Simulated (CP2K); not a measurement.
# TiAl3 in CP2K: the effect of functional

The system is TiAl3.

```xyz
4
Lattice="5.0625 0.0000 0.0000 2.1767 4.5706 0.0000 -3.6196 -2.2853 2.7027" Properties=species:S:1:pos:R:3 pbc="T T T"
Ti    0.0000    0.0000    0.0000
Al    1.0883    2.2853    1.3514
Al    2.5312    0.0000    1.3514
Al    3.6196    2.2853    0.0000
```

The cell comes from a database or a generator and needn't be the stable form of this composition.

Alike in all runs:

```yaml
Program: CP2K 2026.2
Task: band structure
Density_cutoff: 6123 eV
k_mesh: 7 × 7 × 7
Occupations: fermi-dirac, width 0.05 eV
Spin: no spin polarisation
```

```csv
functional,potentials or basis,pressure (GPa)
LDA,"GTH_POTENTIALS Ti GTH-PADE-q12, Al GTH-PADE-q3; TZVP-MOLOPT-PBE-GTH basis",?
PBEsol,"POTENTIAL_UZH Ti GTH-PBE-q12, Al GTH-PBE-q3; TZVP-MOLOPT-PBE-GTH basis",0.9
RPBE,"POTENTIAL_UZH Ti GTH-PBE-q12, Al GTH-PBE-q3; TZVP-MOLOPT-PBE-GTH basis",2.8
revPBE,"POTENTIAL_UZH Ti GTH-PBE-q12, Al GTH-PBE-q3; TZVP-MOLOPT-PBE-GTH basis",2.6
```

Question: What does the run with functional LDA give?

Answer: Pressure -4.1 GPa.

Caveats: the basis of atomic orbitals isn't converged, which shifts pressures, moduli and gaps; the potentials were made for another functional, which shifts forces and pressure (some runs).

Runs at the PBE level aren't shown here.
